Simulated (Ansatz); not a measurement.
In: energy against volume and a worked fit

The structure is cubic, space group Im-3m (No. 229). Conventional cell: a = 3.765 Å, b = 3.765 Å, c = 3.765 Å, α = 90.00°, β = 90.00°, γ = 90.00°. Around In (site symmetry m-3m) lie 8 In at 3.26 Å.

This isn't the form of In at room conditions, which is tetragonal.

The cell was scaled at fixed shape and fractions and run with Ansatz, all-electron LAPW, scalar-relativistic; PBEsol, k mesh 10 × 10 × 10 on the cell of 1 atom, fermi-dirac occupations of 0.05 eV, no spin polarisation, no spin-orbit coupling. Energies are those that the program minimises, any entropy of the smearing included. For a metal such a mesh isn't converged to the digits shown.

```csv
V (Å³/atom),energy over the lowest row (meV/atom)
25.0848,2.43
25.6185,0.00
26.1522,0.58
26.6859,?
27.2197,9.34
27.7534,17.00
28.2871,26.52
```

**Question.** Fit the third-order Birch-Murnaghan form, give V0, B0 and B′, and predict the energy left open.

**Answer.** With y = (V0/V)^(2/3), E = E0 + (9 V0 B0/16) [(y - 1)³ B′ + (y - 1)² (6 - 4y)]. Least squares through the rows shown give V0 = 25.7773 Å³/atom, E0 = -0.12 meV, B0 = 41.64 GPa (1 eV/Å³ = 160.218 GPa) and B′ = 4.68, with a largest miss of 0.01 meV. At V = 26.6859 the form with these constants gives 3.78 meV; the run gave 3.78 meV an atom.

The fit places the minimum at 25.7773 Å³/atom, below the volume of the listed cell, so that cell is slightly expanded for this functional. The modulus of 41.64 GPa marks a soft metal, as expected for indium: its few, diffuse 5s and 5p valence electrons give weak, delocalised cohesion, and the filled 4d shell adds little to the bonding. The positive B′ reflects stiffening under compression, as kinetic energy and core-valence repulsion rise faster than the electronic attraction, while the curve flattens on expansion.

The match at the omitted volume shows that the energies are smooth and the form interpolates well, but it doesn't test extrapolation. Only two of the fitted volumes lie below the minimum, so B′ rests largely on the expanded side and is probably less secure than V0 or B0. Nor does a well-defined minimum under uniform scaling establish mechanical stability, since a tetragonal distortion at constant volume could still lower the energy.
